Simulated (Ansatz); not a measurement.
# A plane-wave run on Se

input.yaml (Ansatz 0.2.0)

```yaml
crystal:
  lattice:
    - [4.339322, 0.0, 0.0]
    - [-2.169661, 3.757965, 0.0]
    - [0.0, 0.0, 4.925449]
  atoms:
    - { symbol: Se, position: [0.2254, 0.0, 0.33333] }
    - { symbol: Se, position: [0.0, 0.2254, 0.66666] }
    - { symbol: Se, position: [0.7746, 0.7746, 0.0] }
  symmetry: { tolerance: 0.0003 }
kpoints:
  mp_grid: { grid: [7, 7, 5], shift: [0, 0, 0] }
  band_path:
    path:
      - [0.0, 0.0, 0.0]
      - [0.5, 0.0, 0.0]
      - [0.33333333, 0.33333333, 0.0]
      - [0.0, 0.0, 0.0]
      - [0.0, 0.0, 0.5]
      - [0.5, 0.0, 0.5]
      - [0.33333333, 0.33333333, 0.5]
      - [0.0, 0.0, 0.5]
      - [0.5, 0.0, 0.5]
      - [0.5, 0.0, 0.0]
      - [0.33333333, 0.33333333, 0.5]
    npoints: 6
magnetization:
  spin_polarized: false
scf:
  occupations: { method: fermi_dirac }
  lower_state_search: "off"
  max_iter: 200
hamiltonian:
  pseudopotentials: { kind: paw }
  xc: r2scan
basis:
  ecutwfc: 500
  fft_grid_basis: typed
output:
  forces: true
  stress: true
  eigenvalues: true
  bader: true
  populations: true
  elf: true
  write_potential: true
  volumetric_format: npy
  dos:
    e_range: [-12, 8]
    de: 0.05
    projected: { site_lists: { Se: [Se] } }
checkpoint:
  read: saved_state
```

The run starts from an earlier solution of this cell. 

Excerpt of what it printed:

```
Free energy (F): -16434.3464 eV
Harris-Foulkes:  -16434.3464 eV  (|F-HF|=3.52e-8)
Internal energy: -16434.3463 eV  (E = F + TS)
E sigma→0 (E₀):  -16434.3463 eV
Entropy (-TS):    0.0000 eV (-0.033 meV/atom)
Fermi energy:    7.6058 eV
--- Per-component energies (eV) ---
  E_band       = -1259.3101
  E_kinetic    = 352.9119
  E_local      = -7688.7206  (includes V_loc(G=0)·N_el)
  E_nonlocal   = -1781.8689
  E_hartree    = 3770.8674
  E_xc         = -293.1407
  E_vxc        = -315.4385  (∫ρ·V_xc dr)
  E_paw        = -5777.2553  (= ΣΔE_a)
  E_vpaw       = 616.2444  (= ΣTr[D̂ρ^β])
  E_aug_tail   = -0.0006  (compensation charges beyond the density's cutoff)
  E_vtau       = 15.8339  (kinetic-family band-sum trace: ∫τ·v_τ [+ j·A + Jᵃ·Aᵃ] dr)
  E_ewald      = -5011.8451
  E_core_change = -5.2943  (= ΣΔE_core)
  E_smearing   =  0.0000  (= −TS)
--- Forces (eV/Å), atoms counted from 1 ---
  atom   1  Se     0.2373     0.0000     0.0000
  atom   2  Se    -0.1187     0.2055     0.0000
  atom   3  Se    -0.1187    -0.2055     0.0000
--- Stress (GPa, compression-positive) ---
        1.9925       0.0000       0.0000
        0.0000       1.9925       0.0000
        0.0000       0.0000       3.4547
  P = ⅓ Tr σ = 2.4799 GPa (24.799 kbar)
--- Löwdin populations: 3 sites ---
  site symbol       q [e]
     0     Se     15.9492
     1     Se     15.9492
     2     Se     15.9492
  spilling = 0.0032 (of n_electrons = 48.0000)
--- Bader charges: 3 sites ---
  site symbol  charge [e]  shift [e]
     0     Se      0.0000     0.0000
     1     Se      0.0000     0.0000
     2     Se      0.0000     0.0000
```

Origin: a database entry at a rescaled volume.
